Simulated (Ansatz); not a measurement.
The elements of this relaxed trial crystal are hidden behind letters.

```
lattice vectors (Å)
   4.2879    0.0000    0.0000
  -2.1440    3.7135    0.0000
   0.0000    0.0000    9.9497
fractional positions
X 0.0000 0.5000 0.1667
X 0.5000 0.5000 0.8333
X 0.5000 0.0000 0.5000
Z 0.5000 0.5000 0.3333
Z 0.5000 0.0000 0.0000
Z 0.0000 0.5000 0.6667
```

Method: Ansatz 0.2.0, DFT PBE, scalar-relativistic, plane waves, PAW. Cutoff 420 eV, Γ-centred 12×12×4 mesh (6-atom cell), Gaussian smearing of 0.10 eV, no spin polarisation.

```
Space group                                : P6_222 (No. 180)
Conventional cell                          : a = 4.288 Å, c = 9.950 Å
Volume per atom                            : 26.40 Å³
Density                                    : 6.02 g/cm³
Energy over the elements                   : −0.52 eV/atom
Gap on the 12×12×4 mesh of the 6-atom cell : 0 eV (the bands overlap slightly)
```

Energies are uncorrected and count from the elements' standard states at the same level.

Q: X is a d-block element of period 5 and Z is a p-block element of period 4. Which elements are they?

A: X = Cd, Z = Se, so the formula is CdSe. Density times volume gives a mean mass of 6.02 × 26.40/1.6605 = 95.7 u per atom, and this set has 95.7 u. Among the elements that the hints allow, noble gases aside, only these give it. Around Cd lie 4 Se at 2.71 Å; Se has 4 Cd at 2.71 Å.

The zero gap may come from the functional, which often closes small gaps. Symmetry constrained the relaxation, so the result can be a saddle point.
